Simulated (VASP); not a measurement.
# AlAs in VASP: work function with PBEsol

Aim: the work function of AlAs with PBEsol.

Everything below comes from runs of VASP 6.6.1. Logs are shortened: lines on timing, memory, paths and dates and some standing lists are left out, and cuts for length are marked.

### 1 Starting point

The cell holds a slab with vacuum, 20 atoms: a = 5.661 Å, b = 4.003 Å, c = 34.013 Å, α = 90.00°, β = 90.00°, γ = 90.00°.

### 2 Work function, PBEsol

INCAR

```
PREC = Accurate
ENCUT = 520
EDIFF = 1E-6
ISMEAR = 0
SIGMA = 0.05
LREAL = False
LASPH = True
NELM = 60
ALGO = Normal
ISIF = 2
LWAVE = False
LCHARG = True
LDIPOL = True
IDIPOL = 3
DIPOL = 0.5 0.5 0.500
GGA = PS
LVHAR = True
LVACPOTAV = True
KPAR = 8
```

KPOINTS

```
Automatic mesh
0
Gamma
  4 6 1
```

POSCAR

```
AlAs                                    
1.0
    5.6608000000      0.0000000000      0.0000000000
    0.0000000000      4.0027900670      0.0000000000
    0.0000000000      0.0000000000     34.0125553010
  Al              As            
    10    10
Direct
     0.5664673382550007    0.5000000000000000    0.2484329805881207
     0.9835959656541099    0.0000000000000000    0.2897202352342505
     0.4893360257825325    0.5000000000000000    0.3529675578023729
     0.9893998430165906    0.0000000000000000    0.4105445944354216
     0.4908098331671960    0.5000000000000000    0.4709384521056493
     0.9908098331671961    0.0000000000000000    0.5290615478943507
     0.4893998430165907    0.5000000000000000    0.5894554055645782
     0.9893360257825323    0.0000000000000000    0.6470324421976270
     0.4835959656541098    0.5000000000000000    0.7102797647657494
     0.0664673382550010    0.0000000000000000    0.7515670194118795
     0.7700112670885692    0.0000000000000000    0.2266072765367367
     0.2356344312800316    0.5000000000000000    0.2936787362429991
     0.7431987290577512    0.0000000000000000    0.3509371865419246
     0.2402495629399531    0.5000000000000000    0.4119293053679077
     0.7412970037582649    0.0000000000000000    0.4699808914625313
     0.2412970037582649    0.5000000000000000    0.5300191085374686
     0.7402495629399530    0.0000000000000000    0.5880706946320925
     0.2431987290577515    0.5000000000000000    0.6490628134580756
     0.7356344312800317    0.0000000000000000    0.7063212637570011
     0.2700112670885692    0.5000000000000000    0.7733927234632634
```

Potentials or basis: VASP PAW PBE potentials, release 64 (Al, As).

Run with:

```console
> cat potpaw_PBE.64/Al/POTCAR potpaw_PBE.64/As/POTCAR > POTCAR
> mpirun -np 8 vasp_std > vasp.out
```

OUTCAR:

```text
PREC = Accurate
   ENCUT = 520
   EDIFF = 1E-6
   ISMEAR = 0
   LREAL = False
   LASPH = True
   NELM = 60
   ISIF = 2
   GGA = PS

 ion  position               nearest neighbor table
   1  0.566  0.500  0.248-  12 2.42  11 2.43  11 2.43
   2  0.984  0.000  0.290-  12 2.46  12 2.46  11 2.46  13 2.49
   3  0.489  0.500  0.353-  14 2.45  13 2.46  13 2.46  12 2.48
   4  0.989  0.000  0.411-  14 2.45  14 2.45  13 2.46  15 2.46
   5  0.491  0.500  0.471-  15 2.45  15 2.45  16 2.46  14 2.46
   6  0.991  0.000  0.529-  16 2.45  16 2.45  15 2.46  17 2.46
   7  0.489  0.500  0.589-  17 2.45  17 2.45  18 2.46  16 2.46
   8  0.989  0.000  0.647-  17 2.45  18 2.46  18 2.46  19 2.48
   9  0.484  0.500  0.710-  19 2.46  19 2.46  20 2.46  18 2.49
  10  0.066  0.000  0.752-  19 2.42  20 2.43  20 2.43
  11  0.770  0.000  0.227-   1 2.43   1 2.43   2 2.46
  12  0.236  0.500  0.294-   1 2.42   2 2.46   2 2.46   3 2.48
  13  0.743  0.000  0.351-   4 2.46   3 2.46   3 2.46   2 2.49
  14  0.240  0.500  0.412-   3 2.45   4 2.45   4 2.45   5 2.46
  15  0.741  0.000  0.470-   5 2.45   5 2.45   6 2.46   4 2.46
  16  0.241  0.500  0.530-   6 2.45   6 2.45   5 2.46   7 2.46
  17  0.740  0.000  0.588-   8 2.45   7 2.45   7 2.45   6 2.46
  18  0.243  0.500  0.649-   7 2.46   8 2.46   8 2.46   9 2.49
  19  0.736  0.000  0.706-  10 2.42   9 2.46   9 2.46   8 2.48
  20  0.270  0.500  0.773-  10 2.43  10 2.43   9 2.46

  LATTYP: Found a simple orthorhombic cell.
 ALAT       =     4.0027900670
 B/A-ratio  =     1.4142135624
 C/A-ratio  =     8.4972118776

  Lattice vectors:

 A1 = (   0.0000000000,  -4.0027900670,   0.0000000000)
 A2 = (   5.6608000000,   0.0000000000,   0.0000000000)
 A3 = (   0.0000000000,   0.0000000000,  34.0125553010)

Analysis of symmetry for initial positions (statically):
=====================================================================
 Subroutine PRICEL returns:
 Original cell was already a primitive cell.

 Routine SETGRP: Setting up the symmetry group for a
 simple orthorhombic supercell.

 Subroutine GETGRP returns: Found  4 space group operations
 (whereof  2 operations were pure point group operations)
 out of a pool of  8 trial point group operations.

The static configuration has the point symmetry C_1h.
 The point group associated with its full space group is C_2v.

Analysis of symmetry for dynamics (positions and initial velocities):
=====================================================================
 Subroutine PRICEL returns:
 Original cell was already a primitive cell.

 Routine SETGRP: Setting up the symmetry group for a
 simple orthorhombic supercell.

 Subroutine GETGRP returns: Found  4 space group operations
 (whereof  2 operations were pure point group operations)
 out of a pool of  8 trial point group operations.

The dynamic configuration has the point symmetry C_1h.
 The point group associated with its full space group is C_2v.

 Subroutine INISYM returns: Found  4 space group operations
 (whereof  2 operations are pure point group operations),
 and found     1 'primitive' translations

----------------------------------------------------------------------------------------

                                     Primitive cell

  volume of cell :     770.6903

  direct lattice vectors                    reciprocal lattice vectors
     5.660800000  0.000000000  0.000000000     0.176653477  0.000000000  0.000000000
     0.000000000  4.002790067  0.000000000     0.000000000  0.249825742  0.000000000
     0.000000000  0.000000000 34.012555301     0.000000000  0.000000000  0.029400908

  length of vectors
     5.660800000  4.002790067 34.012555301     0.176653477  0.249825742  0.029400908

  position of ions in fractional coordinates (direct lattice)
     0.566467338  0.500000000  0.248432981
     0.983595966  0.000000000  0.289720235
     0.489336026  0.500000000  0.352967558
     0.989399843  0.000000000  0.410544594
     0.490809833  0.500000000  0.470938452
     0.990809833  0.000000000  0.529061548
[... 12 lines left out ...]
     0.735634431  0.000000000  0.706321264
     0.270011267  0.500000000  0.773392723

  ion indices of the primitive-cell ions
   primitive index   ion index
                 1           1
                 2           2
                 3           3
                 4           4
                 5           5
                 6           6
[... 12 lines left out ...]
                19          19
                20          20

----------------------------------------------------------------------------------------

 KPOINTS: Automatic mesh

Automatic generation of k-mesh.
 Grid dimensions read from file:
 generate k-points for:    4    6    1

 Generating k-lattice:

  Cartesian coordinates                     Fractional coordinates (reciprocal lattice)
     0.044163369  0.000000000  0.000000000     0.250000000  0.000000000  0.000000000
     0.000000000  0.041637624  0.000000000     0.000000000  0.166666667  0.000000000
     0.000000000  0.000000000  0.029400908     0.000000000  0.000000000  1.000000000

  Length of vectors
     0.044163369  0.041637624  0.029400908

  Shift w.r.t. Gamma in fractional coordinates (k-lattice)
     0.000000000  0.000000000  0.000000000

 Subroutine IBZKPT returns following result:
 ===========================================

 Found     12 irreducible k-points:

 Following reciprocal coordinates:
            Coordinates               Weight
  0.000000  0.000000  0.000000      1.000000
  0.250000  0.000000  0.000000      2.000000
  0.500000  0.000000  0.000000      1.000000
  0.000000  0.166667  0.000000      2.000000
  0.250000  0.166667  0.000000      4.000000
  0.500000  0.166667  0.000000      2.000000
  0.000000  0.333333  0.000000      2.000000
  0.250000  0.333333  0.000000      4.000000
  0.500000  0.333333  0.000000      2.000000
  0.000000  0.500000  0.000000      1.000000
  0.250000  0.500000  0.000000      2.000000
  0.500000  0.500000  0.000000      1.000000
   k-points           NKPTS =     12   k-points in BZ     NKDIM =     12   number of bands    NBANDS=     51
   number of dos      NEDOS =    301   number of ions     NIONS =     20
   total plane-waves  NPLWV = 322560
   dimension x,y,z NGX =    42 NGY =   30 NGZ =  256
   dimension x,y,z NGXF=    84 NGYF=   60 NGZF=  512
   ions per type =              10  10
   NGX,Y,Z   is equivalent  to a cutoff of  12.33, 12.46, 12.51 a.u.
   NGXF,Y,Z  is equivalent  to a cutoff of  24.67, 24.92, 25.03 a.u.
 SYSTEM =  unknown system
   PREC   = accura    normal or accurate (medium, high low for compatibility)
   ISTART =      0    job   : 0-new  1-cont  2-samecut
   ICHARG =      2    charge: 1-file 2-atom 10-const
   ISPIN  =      1    spin polarized calculation?
   LNONCOLLINEAR =      F non collinear calculations
   LSORBIT =      F    spin-orbit coupling
   LASPH  =      T    aspherical Exc in radial PAW
   ENCUT  =  520.0 eV  38.22 Ry    6.18 a.u.  10.53  7.44 63.24*2*pi/ulx,y,z
   NELM   =     60;   NELMIN=  2; NELMDL= -5     # of ELM steps
   EDIFF  = 0.1E-05   stopping-criterion for ELM
   LREAL  =      F    real-space projection
   EDIFFG = 0.1E-04   stopping-criterion for IOM
   NSW    =      0    number of steps for IOM
   IBRION =     -1    ionic relax: 0-MD 1-quasi-New 2-CG
   NFREE  =      0    steps in history (QN), initial steepest desc. (CG)
   ISIF   =      2    stress and relaxation
   ISYM   =      2    0-nonsym 1-usesym 2-fastsym
   POTIM  = 0.5000    time-step for ionic-motion
   TEBEG  =    0.0;   TEEND  =   0.0 temperature during run
   PSTRESS=    0.0 pullay stress
   NELECT =      80.0000    total number of electrons
   NUPDOWN=      -1.0000    fix difference up-down
   EMIN   =  10.00;   EMAX   =-10.00  energy-range for DOS
   EFERMI =   0.00;   METHOD = LEGACY
   ISMEAR =     0;   SIGMA  =   0.05  broadening in eV -4-tet -1-fermi 0-gaus
   EFERMI_NEDOS =   21; number of points for ismear=-14 and -15
   IALGO  =     38    algorithm
   IMIX   =      4    mixing-type and parameters
     AMIX     =   0.40;   BMIX     =  1.00
     AMIX_MAG =   1.60;   BMIX_MAG =  1.00
  volume/ion in A,a.u.               =      38.53       260.04
  Fermi-wavevector in a.u.,A,eV,Ry     =   0.769387  1.453931  8.054056  0.591956
  Thomas-Fermi vector in A             =   1.870365
   LORBIT       =      0    0 simple, 1 ext, 2 COOP (PROOUT), +10 PAW based schemes
   GGA     = PS    functional components
   LHFCALC =     F    Hartree Fock is set to
   AEXX    =    0.0000 exact exchange contribution
   IVDW    =     0    specifies the selected vdW correction
   LEPSILON=     F    determine dielectric tensor
   LRPA    =     F    only Hartree local field effects (RPA)
 non-spin polarized calculation
 Gauss-broadening in eV      SIGMA  =   0.05
  energy-cutoff  :      520.00
  volume of cell :      770.69
 maximum number of plane-waves:     20810
   NGX = 21   NGY = 15   NGZ =127

 number of electron      80.0000002 magnetization

 dipolmoment           0.000000      0.000000     -0.000000 electrons x Angstroem

 Free energy of the ion-electron system (eV)
  ---------------------------------------------------
  ext. energy  EPLUGINS =         0.00000000
  ---------------------------------------------------
  free energy    TOTEN  =       -98.33796356 eV

  energy without entropy =      -98.33796356  energy(sigma->0) =      -98.33796356

 E-fermi :   0.2882     XC(G=0):  -5.8325

 val. band max:        0.0683849872   @ k =   0.0000   0.0000   0.0000
 cond. band min:       0.9401934444   @ k =   0.0000   0.5000   0.0000
 fundamental gap:      0.8718084571
 Fermi energy:         0.2881698623

 k-point     1 :       0.0000    0.0000    0.0000
  band No.  band energies     occupation
      1     -11.7436      2.00000
      2     -11.5715      2.00000
      3     -11.3102      2.00000
      4     -10.9471      2.00000
      5     -10.5186      2.00000
      6     -10.1819      2.00000
[... 43 lines left out ...]
     50       3.4159      0.00000
     51       3.5223      0.00000

 k-point     2 :       0.2500    0.0000    0.0000
  band No.  band energies     occupation
      1     -11.5421      2.00000
      2     -11.3789      2.00000
      3     -11.1372      2.00000
      4     -10.8144      2.00000
      5     -10.4597      2.00000
      6     -10.2410      2.00000
[... 43 lines left out ...]
     50       3.0277      0.00000
     51       3.2146      0.00000

 k-point     3 :       0.5000    0.0000    0.0000
  band No.  band energies     occupation
      1     -10.9842      2.00000
      2     -10.9842      2.00000
      3     -10.8506      2.00000
      4     -10.8506      2.00000
      5     -10.6757      2.00000
      6     -10.6757      2.00000
[... 43 lines left out ...]
     50       3.0608      0.00000
     51       3.7449      0.00000
[... 379 lines left out ...]
 k-point    11 :       0.2500    0.5000    0.0000
  band No.  band energies     occupation
      1     -10.3890      2.00000
      2     -10.3890      2.00000
      3     -10.2588      2.00000
      4     -10.2588      2.00000
      5     -10.0843      2.00000
      6     -10.0843      2.00000
[... 43 lines left out ...]
     50       3.1368      0.00000
     51       3.4046      0.00000

 k-point    12 :       0.5000    0.5000    0.0000
  band No.  band energies     occupation
      1     -10.3466      2.00000
      2     -10.3466      2.00000
      3     -10.2193      2.00000
      4     -10.2193      2.00000
      5     -10.0523      2.00000
      6     -10.0523      2.00000
[... 43 lines left out ...]
     50       4.0227      0.00000
     51       4.1526      0.00000

------------------------ aborting loop because EDIFF is reached ----------------------------------------

  FORCE on cell =-STRESS in cart. coord.  units (eV):
  Direction    XX          YY          ZZ          XY          YZ          ZX
  --------------------------------------------------------------------------------------
  -------------------------------------------------------------------------------------
  Total       -0.1701953     -0.7862121     -0.0170331      0.0000000      0.0000000      0.0000000
  in kB       -0.3538166     -1.6344453     -0.0354099      0.0000000      0.0000000      0.0000000
  external PRESSURE =      -0.6745573 kB  Pullay stress =       0.0000000 kB

 VOLUME and BASIS-vectors are now :
 -----------------------------------------------------------------------------
  energy-cutoff  :      520.00
  volume of cell :      770.69
      direct lattice vectors                 reciprocal lattice vectors
     5.660800000  0.000000000  0.000000000     0.176653477  0.000000000  0.000000000
     0.000000000  4.002790067  0.000000000     0.000000000  0.249825742  0.000000000
     0.000000000  0.000000000 34.012555301     0.000000000  0.000000000  0.029400908

 POSITION                                       TOTAL-FORCE (eV/Angst)
 -----------------------------------------------------------------------------------
      3.20666      2.00140      8.44984         0.003781      0.000000      0.003538
      5.56794      0.00000      9.85413        -0.001419      0.000000      0.008441
      2.77003      2.00140     12.00533         0.007085      0.000000     -0.008793
      5.60079      0.00000     13.96367        -0.010556      0.000000      0.003788
      2.77838      2.00140     16.01782        -0.006019      0.000000     -0.011641
      5.60878      0.00000     17.99474        -0.006019      0.000000      0.011641
[... 12 lines left out ...]
      4.16428      0.00000     24.02379        -0.004906      0.000000     -0.005000
      1.52848      2.00140     26.30506         0.010039      0.000000      0.005348
 -----------------------------------------------------------------------------------
    total drift:                               -0.000125      0.000000     -0.000000

  FREE ENERGIE OF THE ION-ELECTRON SYSTEM (eV)
  ---------------------------------------------------
  free  energy   TOTEN  =       -98.3379635650 eV

  energy  without entropy=      -98.3379635650  energy(sigma->0) =      -98.33796356

 vacuum level on the upper side and lower side of the slab         5.390         5.390
```

Run time: 3.9 min. Hardware: 8 MPI ranks of Intel Xeon Platinum 8488C (Sapphire Rapids), shared host; peak memory 0.87 GiB.

Results:

| Item | Value |
| --- | --- |
| Free energy | -98.3380 eV |
| Largest force | 0.013 eV/Å |
| Band gap on the k mesh | 0.87 eV, indirect (least direct gap 1.41 eV) |
| Ionisation potential of the upper face | 5.32 eV |

Forces in eV/Å, atoms in the order of the input:
```
Al   0.004  0.000  0.004
Al  -0.001  0.000  0.008
Al   0.007  0.000 -0.009
Al  -0.011  0.000  0.004
Al  -0.006  0.000 -0.012
Al  -0.006  0.000  0.012
Al  -0.011  0.000 -0.004
Al   0.007  0.000  0.009
Al  -0.001  0.000 -0.008
Al   0.004  0.000 -0.004
As   0.010  0.000 -0.005
As  -0.005  0.000  0.005
As  -0.006  0.000  0.002
As   0.003  0.000 -0.013
As   0.005  0.000  0.000
As   0.005  0.000  0.000
As   0.003  0.000  0.013
As  -0.006  0.000 -0.002
As  -0.005  0.000 -0.005
As   0.010  0.000  0.005
```

Caveat: the PAW data sets were made with another functional, which shifts forces and pressure a little.
